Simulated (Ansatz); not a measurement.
# HgSe: equation of state with BLYP+D4

Crystal: HgSe.

```xyz
2
Lattice="0.0000 3.0390 3.0390 3.0390 0.0000 3.0390 3.0390 3.0390 0.0000" Properties=species:S:1:pos:R:3 pbc="T T T"
Hg    0.0000    0.0000    0.0000
Se    4.5585    4.5585    4.5585
```

```yaml
Program: Ansatz 0.2.0
Task: equation of state
Functional: BLYP
Dispersion: D4
Potentials_or_basis: all-electron LAPW, non-relativistic
Basis_error_allowed: 0.001 eV/atom
k_mesh: 8 × 8 × 8
Occupations: fermi-dirac, width 0.05 eV
Spin: no spin polarisation
```

```json
{"Equilibrium volume": "outside the volumes run"}
```

Energy against volume, from the lowest point:
| volume (Å³/atom) | energy (meV/atom) |
| --- | --- |
| 26.383 | 215.52 |
| 26.944 | 163.27 |
| 27.505 | 118.43 |
| 28.067 | 80.31 |
| 28.628 | 48.25 |
| 29.189 | 21.65 |
| 29.751 | 0.00 |

All runs of the series together: 92 s on 1 thread of Intel(R) Xeon(R) 6975P-C (Granite Rapids), on a shared host.

Caveat: relativity is left out, which matters for the heavier elements. The run has no spin-orbit coupling, so splittings on Hg are missing.
